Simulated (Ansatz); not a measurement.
Stress against strain in HgTe

```
CELL_PARAMETERS angstrom
0.00000 2.92150 2.92150
2.92150 0.00000 2.92150
2.92150 2.92150 0.00000
ATOMIC_POSITIONS crystal
Hg 0.00000 0.00000 0.00000
Te 0.50000 0.50000 0.50000
```

Atom numbers follow the list: Hg1, Te2.

The conventional cell has a = 5.843 Å, b = 5.843 Å, c = 5.843 Å, α = 90.00°, β = 90.00°, γ = 90.00°. Around Hg (atom 1) lie 6 Te at 2.92 Å. Te (atom 2) has 6 Hg at 2.92 Å as nearest neighbours.

The cell comes from COD entry 1538296, which wasn't checked; take it as a given geometry.

Spin–orbit coupling is left out, though it moves levels of the heavy atoms by tenths of an eV or more.

The calculation used Ansatz 0.2.0, DFT, PBEsol, all-electron LAPW, scalar-relativistic.

Settings: a Γ-centred 12×12×12 k mesh, Fermi–Dirac smearing of 0.08 eV, basis error target 1 meV/atom, no spin polarisation.

The strain is applied along the Cartesian axes of the cell as listed (γ is the engineering shear, twice εxy = εyz = εzx). Fractional coordinates are held (clamped ions).

σ is the change of stress from the unstrained cell, which is at 6.07 GPa; tension is positive, so slopes are stress–strain coefficients at that pressure. In a metal the k mesh adds noise.

Only quantities that a quadratic follows smoothly over the whole series are listed; rougher ones are left out.

```
      γ  σxy (GPa)
-0.0200      -0.29
-0.0100      -0.14
 0.0000       0.00
 0.0200       0.30
```

Fit the series and read off the stiffness at zero strain.

Least-squares fits y = p0 + p1 x + p2 x² to the rows give σxy (GPa): p1 = 14.7, p2 = 6.8. So C44 (clamped ions) = 15 GPa.

One run, at γ = 0.0100, is withheld. Predict its row.

The fits give 0.15; the run gave 0.15.
